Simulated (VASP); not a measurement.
# Cu in VASP: notebook

The runs below take Cu through work function, optical spectrum, with PBE, PBEsol+D3(BJ).

All numbers are computed with VASP 6.6.1; they aren't measurements. Logs are shortened: lines on timing, memory, paths and dates and some standing lists are left out, and cuts for length are marked.

**1. The cell of the first run**

The cell holds a slab with vacuum, 6 atoms: a = 2.534 Å, b = 2.534 Å, c = 25.281 Å, α = 90.00°, β = 90.00°, γ = 120.00°.

The slab is cut from a database's or a generator's crystal, which needn't be the stable form of the element.

**2. Work function, PBE (the (0 0 1) slab of Cu, cut from the database cell, not relaxed)**

INCAR reads:

```
SYSTEM = Cu
ALGO = Fast ; DIPOL = 0.5 0.5 0.500
EDIFF = 1E-7 ; ENCUT = 520
GGA = PE ; IDIPOL = 3
ISIF = 2 ; ISMEAR = 0
LASPH = .True. ; LCHARG = .True.
LDIPOL = .True. ; LELF = .True.
LREAL = .False. ; LVACPOTAV = .True.
LVHAR = .True. ; LWAVE = .False.
NELM = 60 ; PREC = Accurate
SIGMA = 0.05
```

KPOINTS reads:

```
k-points
0
Gamma
  12 12 1
  0 0 0
```

POSCAR reads:

```
Cu
1.0
    2.5340966698      0.0000000000      0.0000000000
   -1.2670483349      2.1945920917      0.0000000000
    0.0000000000      0.0000000000     25.2814275000
Cu
6
Direct
    0.6666666700      0.3333333400      0.2966604635
    0.3333333300      0.6666666600      0.3779962781
    0.6666666700      0.3333333400      0.4593320927
    0.3333333300      0.6666666600      0.5406679073
    0.6666666700      0.3333333400      0.6220037219
    0.3333333300      0.6666666600      0.7033395365
```

Potentials or basis: VASP PAW PBE potentials, release 64 (Cu).

Started as:

```console
cat potpaw_PBE.64/Cu/POTCAR > POTCAR
mpirun -np 1 vasp_std > vasp.out
```

OUTCAR:

```text
SYSTEM = Cu
   EDIFF = 1E-7
   ENCUT = 520
   GGA = PE
   ISIF = 2
   ISMEAR = 0
   LASPH = .True.
   LREAL = .False.
   NELM = 60
   PREC = Accurate

 ion  position               nearest neighbor table
   1  0.667  0.333  0.297-   2 2.52   2 2.52   2 2.52
   2  0.333  0.667  0.378-   1 2.52   3 2.52   1 2.52   3 2.52   1 2.52   3 2.52
   3  0.667  0.333  0.459-   4 2.52   4 2.52   2 2.52   2 2.52   4 2.52   2 2.52
   4  0.333  0.667  0.541-   3 2.52   3 2.52   5 2.52   5 2.52   3 2.52   5 2.52
   5  0.667  0.333  0.622-   4 2.52   6 2.52   4 2.52   6 2.52   4 2.52   6 2.52
   6  0.333  0.667  0.703-   5 2.52   5 2.52   5 2.52

  LATTYP: Found a hexagonal cell.
 ALAT       =     2.5340966698
 C/A-ratio  =     9.9765047645

  Lattice vectors:

 A1 = (   2.5340966698,   0.0000000000,   0.0000000000)
 A2 = (  -1.2670483349,   2.1945920917,   0.0000000000)
 A3 = (   0.0000000000,   0.0000000000,  25.2814275000)

Analysis of symmetry for initial positions (statically):
=====================================================================
 Subroutine PRICEL returns:
 Original cell was already a primitive cell.

 Routine SETGRP: Setting up the symmetry group for a
 hexagonal supercell.

 Subroutine GETGRP returns: Found 12 space group operations
 (whereof 12 operations were pure point group operations)
 out of a pool of 24 trial point group operations.

The static configuration has the point symmetry D_3d.

Analysis of symmetry for dynamics (positions and initial velocities):
=====================================================================
 Subroutine PRICEL returns:
 Original cell was already a primitive cell.

 Routine SETGRP: Setting up the symmetry group for a
 hexagonal supercell.

 Subroutine GETGRP returns: Found 12 space group operations
 (whereof 12 operations were pure point group operations)
 out of a pool of 24 trial point group operations.

The dynamic configuration has the point symmetry D_3d.

 Subroutine INISYM returns: Found 12 space group operations
 (whereof 12 operations are pure point group operations),
 and found     1 'primitive' translations

----------------------------------------------------------------------------------------

                                     Primitive cell

  volume of cell :     140.5978

  direct lattice vectors                    reciprocal lattice vectors
     2.534096670  0.000000000  0.000000000     0.394617937  0.227832772  0.000000000
    -1.267048335  2.194592092  0.000000000     0.000000000  0.455665544  0.000000000
     0.000000000  0.000000000 25.281427500     0.000000000  0.000000000  0.039554728

  length of vectors
     2.534096670  2.534096670 25.281427500     0.455665544  0.455665544  0.039554728

  position of ions in fractional coordinates (direct lattice)
     0.666666670  0.333333340  0.296660463
     0.333333330  0.666666660  0.377996278
     0.666666670  0.333333340  0.459332093
     0.333333330  0.666666660  0.540667907
     0.666666670  0.333333340  0.622003722
     0.333333330  0.666666660  0.703339537

  ion indices of the primitive-cell ions
   primitive index   ion index
                 1           1
                 2           2
                 3           3
                 4           4
                 5           5
                 6           6

----------------------------------------------------------------------------------------

 KPOINTS: k-points

Automatic generation of k-mesh.
 Grid dimensions read from file:
 generate k-points for:   12   12    1

 Generating k-lattice:

  Cartesian coordinates                     Fractional coordinates (reciprocal lattice)
     0.032884828  0.018986064  0.000000000     0.083333333  0.000000000  0.000000000
     0.000000000  0.037972129  0.000000000     0.000000000  0.083333333  0.000000000
     0.000000000  0.000000000  0.039554728     0.000000000  0.000000000  1.000000000

  Length of vectors
     0.037972129  0.037972129  0.039554728

  Shift w.r.t. Gamma in fractional coordinates (k-lattice)
     0.000000000  0.000000000  0.000000000

 Subroutine IBZKPT returns following result:
 ===========================================

 Found     19 irreducible k-points:

 Following reciprocal coordinates:
            Coordinates               Weight
  0.000000  0.000000  0.000000      1.000000
  0.083333  0.000000  0.000000      6.000000
  0.166667 -0.000000  0.000000      6.000000
  0.250000 -0.000000  0.000000      6.000000
  0.333333 -0.000000  0.000000      6.000000
  0.416667  0.000000  0.000000      6.000000
[... 11 lines left out ...]
  0.333333  0.250000  0.000000     12.000000
  0.333333  0.333333  0.000000      2.000000
   k-points           NKPTS =     19   k-points in BZ     NKDIM =     19   number of bands    NBANDS=     39
   number of dos      NEDOS =    301   number of ions     NIONS =      6
   total plane-waves  NPLWV =  76800
   dimension x,y,z NGX =    20 NGY =   20 NGZ =  192
   dimension x,y,z NGXF=    40 NGYF=   40 NGZF=  384
   ions per type =               6
   NGX,Y,Z   is equivalent  to a cutoff of  13.12, 13.12, 12.63 a.u.
   NGXF,Y,Z  is equivalent  to a cutoff of  26.24, 26.24, 25.25 a.u.
 SYSTEM =  Cu
   PREC   = accura    normal or accurate (medium, high low for compatibility)
   ISTART =      0    job   : 0-new  1-cont  2-samecut
   ICHARG =      2    charge: 1-file 2-atom 10-const
   ISPIN  =      1    spin polarized calculation?
   LNONCOLLINEAR =      F non collinear calculations
   LSORBIT =      F    spin-orbit coupling
   LASPH  =      T    aspherical Exc in radial PAW
   ENCUT  =  520.0 eV  38.22 Ry    6.18 a.u.   4.71  4.71 47.01*2*pi/ulx,y,z
   NELM   =     60;   NELMIN=  2; NELMDL= -5     # of ELM steps
   EDIFF  = 0.1E-06   stopping-criterion for ELM
   LREAL  =      F    real-space projection
   EDIFFG = 0.1E-05   stopping-criterion for IOM
   NSW    =      0    number of steps for IOM
   IBRION =     -1    ionic relax: 0-MD 1-quasi-New 2-CG
   NFREE  =      0    steps in history (QN), initial steepest desc. (CG)
   ISIF   =      2    stress and relaxation
   ISYM   =      2    0-nonsym 1-usesym 2-fastsym
   POTIM  = 0.5000    time-step for ionic-motion
   TEBEG  =    0.0;   TEEND  =   0.0 temperature during run
   PSTRESS=    0.0 pullay stress
   NELECT =      66.0000    total number of electrons
   NUPDOWN=      -1.0000    fix difference up-down
   EMIN   =  10.00;   EMAX   =-10.00  energy-range for DOS
   EFERMI =   0.00;   METHOD = LEGACY
   ISMEAR =     0;   SIGMA  =   0.05  broadening in eV -4-tet -1-fermi 0-gaus
   EFERMI_NEDOS =   21; number of points for ismear=-14 and -15
   IALGO  =     68    algorithm
   IMIX   =      4    mixing-type and parameters
     AMIX     =   0.40;   BMIX     =  1.00
     AMIX_MAG =   1.60;   BMIX_MAG =  1.00
  volume/ion in A,a.u.               =      23.43       158.13
  Fermi-wavevector in a.u.,A,eV,Ry     =   1.272321  2.404338 22.025113  1.618800
  Thomas-Fermi vector in A             =   2.405206
   LORBIT       =      0    0 simple, 1 ext, 2 COOP (PROOUT), +10 PAW based schemes
   GGA     = PE    functional components
   LHFCALC =     F    Hartree Fock is set to
   AEXX    =    0.0000 exact exchange contribution
   IVDW    =     0    specifies the selected vdW correction
   LEPSILON=     F    determine dielectric tensor
   LRPA    =     F    only Hartree local field effects (RPA)
 non-spin polarized calculation
 RMM-DIIS sequential band-by-band and
 Gauss-broadening in eV      SIGMA  =   0.05
  energy-cutoff  :      520.00
  volume of cell :      140.60
 maximum number of plane-waves:      3816
 NGX is ok and might be reduce to    20
   NGX =  9   NGY =  9   NGZ = 95

 dipolmoment           0.000000      0.000000      0.000000 electrons x Angstroem

 number of electron      65.9999975 magnetization

 dipolmoment           0.000000      0.000000     -0.000000 electrons x Angstroem

 Free energy of the ion-electron system (eV)
  ---------------------------------------------------
  ext. energy  EPLUGINS =         0.00000000
  ---------------------------------------------------
  free energy    TOTEN  =       -21.33539768 eV

  energy without entropy =      -21.32999278  energy(sigma->0) =      -21.33269523

 E-fermi :   1.5820     XC(G=0):  -7.0363

 val. band max:        1.5646703712   @ k =   0.5000  -0.0000   0.0000
 cond. band min:       1.5825850688   @ k =   0.3333   0.1667   0.0000
 fundamental gap:      0.0179146976
 Fermi energy:         1.5820239290

 k-point     1 :       0.0000    0.0000    0.0000
  band No.  band energies     occupation
      1      -7.7796      2.00000
      2      -7.1469      2.00000
      3      -6.1276      2.00000
      4      -4.9338      2.00000
      5      -4.0081      2.00000
      6      -3.6842      2.00000
[... 31 lines left out ...]
     38       5.7599      0.00000
     39       5.8168      0.00000

 k-point     2 :       0.0833    0.0000    0.0000
  band No.  band energies     occupation
      1      -7.5526      2.00000
      2      -6.9250      2.00000
      3      -5.9150      2.00000
      4      -4.7348      2.00000
      5      -3.8321      2.00000
      6      -3.5407      2.00000
[... 31 lines left out ...]
     38       5.9270      0.00000
     39       6.0304      0.00000

 k-point     3 :       0.1667   -0.0000    0.0000
  band No.  band energies     occupation
      1      -6.8889      2.00000
      2      -6.2812      2.00000
      3      -5.3092      2.00000
      4      -4.1888      2.00000
      5      -3.3656      2.00000
      6      -3.1734      2.00000
[... 31 lines left out ...]
     38       6.4198      0.00000
     39       6.6715      0.00000

 k-point     4 :       0.2500   -0.0000    0.0000
  band No.  band energies     occupation
      1      -5.8557      2.00000
      2      -5.3038      2.00000
      3      -4.4494      2.00000
      4      -3.5277      2.00000
      5      -2.8871      2.00000
      6      -2.8305      2.00000
[... 31 lines left out ...]
     38       7.2322      0.00000
     39       7.7370      0.00000
[... 544 lines left out ...]
     38       8.5333      0.00000
     39       8.5807      0.00000

 k-point    18 :       0.3333    0.2500    0.0000
  band No.  band energies     occupation
      1      -2.8481      2.00000
      2      -2.8218      2.00000
      3      -2.6916      2.00000
      4      -2.6657      2.00000
      5      -2.5658      2.00000
      6      -2.5035      2.00000
[... 31 lines left out ...]
     38       7.4674      0.00000
     39       7.6039      0.00000

 k-point    19 :       0.3333    0.3333    0.0000
  band No.  band energies     occupation
      1      -2.6681      2.00000
      2      -2.5549      2.00000
      3      -2.5549      2.00000
      4      -2.5136      2.00000
      5      -2.4781      2.00000
      6      -2.4781      2.00000
[... 31 lines left out ...]
     38       6.0868      0.00000
     39       6.5879      0.00000

------------------------ aborting loop because EDIFF is reached ----------------------------------------

  FORCE on cell =-STRESS in cart. coord.  units (eV):
  Direction    XX          YY          ZZ          XY          YZ          ZX
  --------------------------------------------------------------------------------------
  -------------------------------------------------------------------------------------
  Total        1.9748690      1.9748690      2.1016552      0.0000000      0.0000000      0.0000000
  in kB       22.5045477     22.5045477     23.9493350      0.0000000      0.0000000      0.0000000
  external PRESSURE =      22.9861435 kB  Pullay stress =       0.0000000 kB

 VOLUME and BASIS-vectors are now :
 -----------------------------------------------------------------------------
  energy-cutoff  :      520.00
  volume of cell :      140.60
      direct lattice vectors                 reciprocal lattice vectors
     2.534096670  0.000000000  0.000000000     0.394617937  0.227832772  0.000000000
    -1.267048335  2.194592092  0.000000000     0.000000000  0.455665544  0.000000000
     0.000000000  0.000000000 25.281427500     0.000000000  0.000000000  0.039554728

 POSITION                                       TOTAL-FORCE (eV/Angst)
 -----------------------------------------------------------------------------------
      1.26705      0.73153      7.50000         0.000000      0.000000     -0.172361
      0.00000      1.46306      9.55629         0.000000     -0.000000     -0.058563
      1.26705      0.73153     11.61257         0.000000     -0.000000      0.000757
      0.00000      1.46306     13.66886        -0.000000     -0.000000     -0.000757
      1.26705      0.73153     15.72514        -0.000000      0.000000      0.058563
      0.00000      1.46306     17.78143         0.000000      0.000000      0.172361
 -----------------------------------------------------------------------------------
    total drift:                               -0.000000     -0.000000     -0.000000

  FREE ENERGIE OF THE ION-ELECTRON SYSTEM (eV)
  ---------------------------------------------------
  free  energy   TOTEN  =       -21.3353976772 eV

  energy  without entropy=      -21.3299927832  energy(sigma->0) =      -21.33269523

 vacuum level on the upper side and lower side of the slab         6.218         6.218
```

Run time: 97 s. Hardware: 1 thread of Intel Xeon 6975P-C (Granite Rapids), shared host; peak memory 0.3 GiB.

What came out:

```
Free energy                     : -21.3354 eV
Largest force                   : 0.172 eV/Å
Band gap on the k mesh          : none (metal or under the smearing width)
Work function of the upper face : 4.64 eV
Work function of the lower face : 4.64 eV
```

Forces on the atoms (eV/Å):
```
Cu   0.000  0.000 -0.172
Cu   0.000  0.000 -0.059
Cu   0.000  0.000  0.001
Cu   0.000  0.000 -0.001
Cu   0.000  0.000  0.059
Cu   0.000  0.000  0.172
```

Levels at points of the mesh, in eV from the Fermi level:
| k point | band 30 | band 31 | band 32 | band 33 | band 34 | band 35 | band 36 | band 37 |
| --- | --- | --- | --- | --- | --- | --- | --- | --- |
| (0.00, 0.00, 0.00) | -1.83 | -1.83 | -1.75 | -1.75 | -1.73 | -1.73 | -0.97 | -0.46 |
| (0.50, 0.00, 0.00) | -1.47 | -0.04 | -0.02 | 0.39 | 1.03 | 1.46 | 1.60 | 4.94 |

(Continued in part 2 of 2.)
